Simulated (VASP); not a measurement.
Here is a VASP 6.6.1 calculation.

File INCAR:

```
  PREC = Accurate
  ENCUT = 520
  EDIFF = 1E-6
  ISMEAR = -1
  SIGMA = 0.1
  LREAL = F
  LASPH = T
  NELM = 100
  ALGO = Normal
  ISIF = 2
  LWAVE = F
  LCHARG = T
  GGA = PE
  LELF = T
  LVHAR = T
```

KPOINTS

```
Automatic mesh
0
Gamma
  20 20 20
```

The input POSCAR:

```
Ir
1.0
    0.0000000000      1.9195000000      1.9195000000
    1.9195000000      0.0000000000      1.9195000000
    1.9195000000      1.9195000000      0.0000000000
Ir
1
Direct
    0.0000000000      0.0000000000      0.0000000000
```

Potentials or basis: VASP PAW PBE potentials, release 64 (Ir).

The run is started by

```console
$ cat potpaw_PBE.64/Ir/POTCAR > POTCAR
$ mpirun -np 1 vasp_std > vasp.out
```

(1) What does it give for the band gap on the k mesh?

(2) What does it give for the pressure?

Results:

(1) none (metal or under the smearing width).

(2) 9.9 GPa.
